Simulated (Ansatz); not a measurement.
# Chromium, fcc under r²SCAN: from relaxation to bulk modulus

Aim: take chromium in the fcc structure, relax it, solve it on a dense k-mesh, switch on spin-orbit coupling, then scale the cell to 7 volumes from 88 to 112 % of the relaxed one and try a fit of the equation of state. The k-meshes are 15×15×15 for the relaxation; 25×25×25 for the dense run; 15×15×15 for spin-orbit coupling; 17×17×17 for the volumes.

This is Cr in the fcc structure; at room conditions it is bcc.

Computed with Ansatz 0.2.0 (DFT r2SCAN, plane waves (500 eV) with PAW, scalar-relativistic; the PAW data stem from PBE, with regenerated cores, unless a step says otherwise).

**1. The structure to begin with**

It takes space group Fm-3m (No. 225, cubic). Conventional cell: a = 3.633 Å, b = 3.633 Å, c = 3.633 Å, α = 90.00°, β = 90.00°, γ = 90.00°. Cr (site symmetry m-3m) is surrounded by 12 Cr at 2.57 Å.

Structure file:

```
CELL_PARAMETERS angstrom
0.00000 1.81674 1.81674
1.81674 0.00000 1.81674
1.81674 1.81674 0.00000
ATOMIC_POSITIONS crystal
Cr 0.00000 0.00000 0.00000
```

**2. Geometry optimisation**

input.yaml reads:

```yaml
crystal:
  lattice:
    - [0.0, 1.8167431579, 1.8167431579]
    - [1.8167431579, 0.0, 1.8167431579]
    - [1.8167431579, 1.8167431579, 0.0]
  atoms:
    - { symbol: Cr, position: [0.0, 0.0, 0.0] }
hamiltonian:
  xc: r2scan
  pseudopotentials:
    kind: paw
    azcp:
      Cr: "pseudopotentials/Cr.paw.azcp"
basis:
  ecutwfc: 500
  fft_grid_basis: typed
kpoints:
  mp_grid: { grid: [15, 15, 15], shift: [0, 0, 0] }
magnetization:
  spin_polarized: false
scf:
  occupations: { method: fermi_dirac, width: 0.1 }
relax:
  max_steps: 60
  f_tol: 0.01
  cell: {}
```

Command:

```bash
ansatz run input.yaml --threads 1 --pin off --max-ram 3584MiB --backend cpu --events-out ev --progress --plain --runs-dir out
```

The runs that follow: Single point on a dense mesh; A two-component run at the same geometry; At 88 % of the relaxed volume; At 92 % of the relaxed volume; At 96 % of the relaxed volume; At 100 % of the relaxed volume; At 104 % of the relaxed volume; At 108 % of the relaxed volume; At 112 % of the relaxed volume.

What does the calculation give? Wanted: space group; conventional cell; volume; shortest distance; gap on the mesh; relative to bcc, antiferromagnetic; V₀, B₀, B₀′.

The runs gave:

| quantity | value |
| --- | --- |
| space group (spins left aside) | Fm-3m (No. 225) |
| conventional cell | a = 3.598 Å |
| volume | 11.648 Å³/atom |
| shortest distance | 2.544 Å |
| gap on the mesh | none (levels filled in part) |
| relative to bcc, antiferromagnetic | +722 meV/atom |
| V₀, B₀, B₀′ | 11.629 Å³/atom, 256 GPa, 4.0 |

What this shows: The relaxation shrank the cell by 2.9 % in volume. Against the reference form of chromium (bcc, antiferromagnetic, computed apart with the same settings) it stands 722 meV/atom higher; part of this is magnetic energy, as this run has no moments. Levels at the Fermi energy are filled in part, as in a metal. Totals with and without spin-orbit coupling (+1.00 eV/atom apart) can't be read as binding, since the two-component data shift the zero of energy. The fitted modulus is 256 GPa. The symmetry was held, so the structure may be unstable against distortions that break it.
